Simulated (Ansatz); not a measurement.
# Ti2O (P-3m1) in Ansatz: density of states with PBEsol

Aim: the density of states of Ti2O with PBEsol.

Everything below comes from runs of Ansatz 0.2.0. Logs are shortened: lines on timing, memory, paths and dates and some standing lists are left out, and cuts for length are marked.

### Step 1. The structure

It takes space group P-3m1 (No. 164, trigonal). Conventional cell: a = 2.919 Å, b = 2.919 Å, c = 4.713 Å, α = 90.00°, β = 90.00°, γ = 120.00°. Around Ti (site symmetry 3m) lie 3 O at 2.14 Å. O (site symmetry -3m) has 6 Ti at 2.14 Å as nearest neighbours.

### Step 2. Density of states, PBEsol

File input.yaml:

```yaml
crystal:
  lattice:
    - [2.9194, 0.0, 0.0]
    - [-1.4597, 2.5282745638, 0.0]
    - [0.0, 0.0, 4.713]
  atoms:
    - { symbol: Ti, position: [0.3333333333, 0.6666666667, 0.72126] }
    - { symbol: Ti, position: [0.6666666667, 0.3333333333, 0.27874] }
    - { symbol: O, position: [0.0, 0.0, 0.0] }
hamiltonian:
  xc: pbesol
  pseudopotentials: { kind: paw }
kpoints:
  mp_grid: { grid: [10, 10, 6] }
scf:
  occupations: { method: fermi_dirac, width: 0.05 }
  n_extra_bands: 7
output:
  forces: true
  stress: true
  eigenvalues: true
  dos: { projected: false, de: 0.05, nscf_kmesh: { grid: [15, 15, 9] } }
```

Potentials or basis: Ansatz PAW.

On the command line:

```console
$ ansatz run input.yaml --threads 2 --pin off --max-ram 5632MiB --backend cpu --events-out ev --progress --plain --runs-dir out
```

Log:

```text
Warning: RAYON_NUM_THREADS=2 ignored (pool sized by the plan → 2); use --threads N
scf.n_extra_bands = 7 over 15 filled bands (N_el = 30.0): the run solves 22 bands
Engine: ansatz 0.2.0, aarch64-unknown-linux-gnu
Pseudopotentials: kind: paw
Pseudopotential: Ti, paw, valence charge 12, recommended cutoff 420 eV (normal), Ti.paw.azcp
Pseudopotential: O, paw, valence charge 6, recommended cutoff 420 eV (normal), O.paw.azcp
Functional definition: PBEsol
  exchange = pbesol_x
  correlation = pbesol_c
Crystal: 3 atoms, lattice volume = 34.787 Å³
Basis set: ecut = 420 eV, 687 PW (Γ), exchange–correlation on 40×40×64 points (8 copies of the dense FFT grid, shifted against one another)
Bands: 22, of which v1, the nominal top of the filled ones, is band 15 counted from 1 (14 counted from 0)
Symmetry: 12 space group operations
Space group: P-3m1 (ITA 164), of the structure as read, at distance tolerance 3.3e-5 Å
k-points: 72 of 600
Non-local potential: Ti, projectors of the file, l = 0: 3, l = 1: 2, l = 2: 3, l = 3: 1
Non-local potential: O, projectors of the file, l = 0: 2, l = 1: 2, l = 2: 1
PAW form: soft (Blöchl's): semilocal exchange-correlation on the pseudo side does not see the compensation charge
PAW frozen core: Ti, regenerated for the run's functional, and the local potential with it (the file was generated under x = pbe(κ = 0.804, μ = 0.2195149727645171), c = pbe(β = 0.06672455060314922))
PAW frozen core: O, regenerated for the run's functional, and the local potential with it (the file was generated under x = pbe(κ = 0.804, μ = 0.2195149727645171), c = pbe(β = 0.06672455060314922))
PAW one-centre angular grid: Ti, 590 points (default); XC on 64 Gauss nodes
PAW one-centre angular grid: O, 110 points (default); XC on 64 Gauss nodes
Initial density: superposition of atomic densities (neutral atoms: chi_scale 0, normalization atom), corrected by the library's trained network
Initial wavefunctions: pseudopotential atomic-orbital guess
Functional: x = pbesol(κ = 0.804, μ = 0.12345679012345678), c = pbesol(β = 0.046)
SCF iter   1: F=—  HF=-5511.743110 eV  |F-HF|=—  |Δ(HF+E_count)|=         —  Δρ=1.38e-2  dr2=6.64e-2  ethr=1.77e-3  ⟨swp⟩=4.5  Hψ=6027  notcnv=0  defer=2
preconditioner: auto → none  [metal: Δε(μ)=0.059 eV  Ē_g=8.748 eV  σ=0.050 eV  W_gap=0.29  n_scr=8 (ndim 8)  ℏωp=23.6 eV  f_vac=0.000  D(μ)=0.84/eV (n_scr^D=2)  sad-step TF]
SCF iter   2: F=—  HF=-5511.731919 eV  |F-HF|=—  |Δ(HF+E_count)|=   1.12e-2  Δρ=7.11e-3  dr2=2.49e-2  ethr=2.21e-4  ⟨swp⟩=2.0  Hψ=2575  notcnv=0  defer=69
SCF iter   3: F=—  HF=-5511.726407 eV  |F-HF|=—  |Δ(HF+E_count)|=   5.51e-3  Δρ=1.31e-3  dr2=7.46e-4  ethr=8.30e-5  ⟨swp⟩=2.0  Hψ=2351  notcnv=0  defer=69
SCF iter   4: F=—  HF=-5511.726263 eV  |F-HF|=—  |Δ(HF+E_count)|=   1.44e-4  Δρ=5.81e-4  dr2=1.75e-4  ethr=2.49e-6  ⟨swp⟩=2.0  Hψ=2349  notcnv=0  defer=69
SCF iter   5: F=—  HF=-5511.726215 eV  |F-HF|=—  |Δ(HF+E_count)|=   4.83e-5  Δρ=1.72e-4  dr2=1.71e-5  ethr=5.83e-7  ⟨swp⟩=2.4  Hψ=1950  notcnv=0  defer=69
SCF iter   6: F=—  HF=-5511.726194 eV  |F-HF|=—  |Δ(HF+E_count)|=   2.10e-5  Δρ=4.66e-5  dr2=1.32e-6  ethr=5.72e-8  ⟨swp⟩=2.4  Hψ=2015  notcnv=0  defer=69
SCF iter   7: F=-5511.726194 eV  HF=-5511.726194 eV  |F-HF|=1.95e-8  |Δ(HF+E_count)|=   3.12e-7  Δρ=7.21e-6  dr2=2.82e-8  ethr=3.33e-10  ⟨swp⟩=5.3  Hψ=5855  notcnv=0
SCF 1 converged in 7 iterations: F = -5511.726194 eV  dr2 = 2.82e-8
NSCF: frozen V_eff on 211 k-points
SCF converged after 7 iterations
Free energy (F): -5511.726194 eV
Harris-Foulkes:  -5511.726194 eV  (|F-HF|=1.95e-8)
Internal energy: -5511.719018 eV  (E = F + TS)
E sigma→0 (E₀):  -5511.722606 eV
Entropy (-TS):   -0.007176 eV (-2.392 meV/atom)
Fermi energy:    15.969182 eV
--- Per-component energies (eV) ---
  E_band       = -237.047227
  E_kinetic    = 725.282132
  E_local      = -1665.410476  (includes V_loc(G=0)·N_el)
  E_nonlocal   = 65.830492
  E_hartree    = 677.042979
  E_xc         = -269.141668
  E_vxc        = -340.445299  (∫ρ·V_xc dr)
  E_paw        = -2197.283913  (= ΣΔE_a)
  E_vpaw       = -376.391271  (= ΣTr[D̂ρ^β])
  E_aug_tail   = 0.002618  (compensation charges beyond the density's cutoff)
  E_ewald      = -2848.355238
  E_core_change = 0.314057  (= ΣΔE_core)
  E_smearing   = -0.007176  (= −TS)
  E_closure    = -0.000000  (closes the sum)
  Σ components = -5511.726194   (vs F -5511.726194, Δ=0.00e0)
--- Forces (eV/Å), atoms counted from 1 ---
  atom   1  Ti     0.00000000    -0.00000000     1.32905675
  atom   2  Ti    -0.00000000     0.00000000    -1.32905675
  atom   3  O      0.00000000    -0.00000000     0.00000000
  max |Σ_I F_I| component: 4.63e-18 eV/Å
--- Stress (GPa, compression-positive) ---
        2.784552      -0.000000      -0.000000
        0.000000       2.784552       0.000000
       -0.000000      -0.000000       7.742241
  P = ⅓ Tr σ = 4.4371 GPa (44.371 kbar)
--- Band table (eV; the first three rows and the last of 72) ---
  k-point 0: bands = ["-40.8967", "-40.7109", "-17.7520", "-16.9587", "-16.9587", "-16.8444", "-16.8311", "-16.8311", "-4.9975", "8.3501", "10.2203", "10.2203", "12.2686", "15.5636", "16.3486", "16.4358", "16.4358", "16.9298", "16.9298", "17.3479", "17.3479", "20.1800"]
  k-point 1: bands = ["-40.8894", "-40.7183", "-17.6998", "-16.9554", "-16.9554", "-16.9039", "-16.8344", "-16.8344", "-4.9775", "8.2143", "10.1962", "10.1962", "12.5943", "15.2635", "16.3881", "16.3881", "16.6887", "16.9368", "16.9368", "17.6401", "17.6401", "19.9149"]
  k-point 2: bands = ["-40.8726", "-40.7356", "-17.5614", "-17.0568", "-16.9484", "-16.9484", "-16.8414", "-16.8414", "-4.9375", "7.9754", "10.1485", "10.1485", "13.3462", "14.8056", "16.1723", "16.1723", "17.1733", "17.4497", "17.4497", "18.0044", "18.0044", "19.2301"]
  k-point 71: bands = ["-40.7170", "-40.7021", "-17.4987", "-17.4984", "-17.3430", "-17.2307", "-16.9502", "-16.9296", "-4.4304", "8.2251", "8.6463", "9.1049", "14.3484", "15.1132", "15.1208", "17.1946", "17.2952", "17.8492", "18.7888", "18.8792", "19.3678", "19.4611"]
```

Run time: 5.2 s. Hardware: 2 threads of Arm Neoverse N1, shared host; peak memory 0.33 GiB.

Results:

```
Free energy                          : -5511.7262 eV
Pressure                             : 4.4 GPa
Largest force                        : 1.329 eV/Å
Band gap on the k mesh               : none (metal or under the smearing width)
Density of states at the Fermi level : 0.80 states/eV per cell
```

Forces on the atoms (eV/Å):
```
Ti   0.000  0.000  1.329
Ti   0.000  0.000 -1.329
O    0.000  0.000  0.000
```

States per cell in windows of 1 eV (zero at the Fermi level; states under -8 eV left out):
| from (eV) | total |
| --- | --- |
| -8.0 | 2.64 |
| -7.0 | 2.52 |
| -6.0 | 0.27 |
| -5.0 | 0.00 |
| -4.0 | 0.07 |
| -3.0 | 1.43 |
| -2.0 | 2.63 |
| -1.0 | 1.87 |
| 0.0 | 1.98 |
| 1.0 | 4.20 |
| 2.0 | 4.25 |
| 3.0 | 3.20 |
| 4.0 | 0.37 |
| 5.0 | 0.00 |
| 6.0 | 0.00 |
| 7.0 | 0.00 |

Caveat: the pressure holds a Pulay correction of +0.4 GPa for the finite cutoff; semilocal functionals often make such compounds metallic where correlation or magnetic order opens a gap, which also shifts bond lengths; the PAW data sets come from PBE, with cores solved anew for the run's functional, which leaves a small shift of forces and pressure; forces of over 1 eV/Å show positions far from the minimum, so gaps and moduli don't describe the material at rest.
